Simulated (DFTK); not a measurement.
## KF (Carobbiite) under changes of volume

One of the cells (19.074 Å³/atom); the others are scaled copies at fixed shape and fractional positions:

```
K F
1.0
     0.00000    2.67185    2.67185
     2.67185    0.00000    2.67185
     2.67185    2.67185    0.00000
K F
1 1
Cartesian
  0.0000 0.0000 0.0000
  2.6719 2.6719 2.6719
```

```yaml
Program: DFTK 0.8.2
Functional: PBE
Potentials_or_basis: dojo.nc.sr.pbe.v0_4_1.standard.upf (PBE)
Cutoff: 1143 eV
k_mesh: 9 × 9 × 9
Occupations: fermi-dirac, width 0.05 eV
Spin: no spin polarisation
```

```tsv
volume (Å³/atom)	energy over the lowest point (meV/atom)	pressure (GPa)	gap on the mesh (eV)
17.929	?	?	?
18.311	12.87	2.9	6.42
18.692	7.03	2.0	6.31
19.074	3.07	1.3	6.20
19.455	0.79	0.6	6.09
19.837	0.00	0.0	6.00
20.218	0.56	-0.5	5.90
```

Q: What does the run at 17.929 Å³/atom give?

A: Energy over the lowest point 20.80 meV/atom; pressure 3.8 GPa; gap on the mesh 6.54 eV.

Worked out: A Birch-Murnaghan fit of order 3 (a polynomial in V^(-2/3)) to the other rows has its minimum at 19.86 Å³/atom with B0 = V·E''(V) = 29 GPa and B' = 4.9. It gives 20.83 meV/atom at 17.929 Å³/atom, against the run's 20.80, and -dE/dV = 3.8 GPa, against 3.8. A straight line through the other rows of the gap, of slope -5.25 eV per unit of ln V (its deformation potential), extrapolates to 6.53 eV, against the run's 6.54.

Energies are extrapolated to zero smearing.

Caveats: an odd mesh through Γ misses points on the zone boundary, where band edges often lie.
